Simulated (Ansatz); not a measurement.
Runs of Ansatz 0.2.0 on CoO. The structure is hexagonal, space group P-6m2 (No. 187). Conventional cell: a = 2.856 Å, b = 2.856 Å, c = 2.788 Å, α = 90.00°, β = 90.00°, γ = 120.00°. Around Co (site symmetry -6m2) lie 6 O at 2.16 Å. O (site symmetry -6m2) has 6 Co at 2.16 Å as nearest neighbours. Measurements of this composition are mostly on another form, of space group No. 225.

| task | level | spin | cell | gap on the mesh (eV) | pressure (GPa) | moment (μB) | relaxed volume (Å³/atom) |
| --- | --- | --- | --- | --- | --- | --- | --- |
| relaxation of cell and atoms | PBE+D4 | collinear, ferromagnetic start | relaxed | none | 0.0 | 3.00 | 9.26 |
| single point | PBE | collinear, random start | as given | none | -7.8 | 3.00 | - |
| single point | PBE | collinear, ferromagnetic start | as given | none | -7.8 | 3.00 | - |
| relaxation of cell and atoms | PBE+D3(BJ) | collinear, ferromagnetic start | relaxed | none | 0.0 | 3.00 | 9.23 |
| relaxation of cell and atoms | PBE+D3(BJ)-ATM | collinear, ferromagnetic start | relaxed | none | 0.0 | 3.00 | 9.26 |
| relaxation of cell and atoms | PBE | collinear, ferromagnetic start | relaxed | none | 0.0 | 3.00 | 9.43 |
| single point | PBE | off | as given | none | (a) | - | - |

Alike in all rows: potentials or basis Ansatz PAW; k mesh 11 × 11 × 10; cutoff (eV) 420; smearing fermi-dirac 0.05 eV.

Problem. Estimate the missing entries.

Solution. (a) -19.0.

Caveats: semilocal functionals often make such compounds metallic where correlation or magnetic order opens a gap, which also shifts bond lengths; a cell with one magnetic atom can't hold antiferromagnetic order, which such compounds often take (some runs); the plane-wave basis is chosen anew once the cell has moved, so the energies of steps on either side of that aren't comparable (some runs); pairwise dispersion overbinds metals, which lowers pressure and volume (some runs); an odd number of electrons without spin polarisation forces a metal (some runs); a magnetic or distorted state may lie lower (some runs).

A gap of «none» marks a metal or a gap under the smearing width.
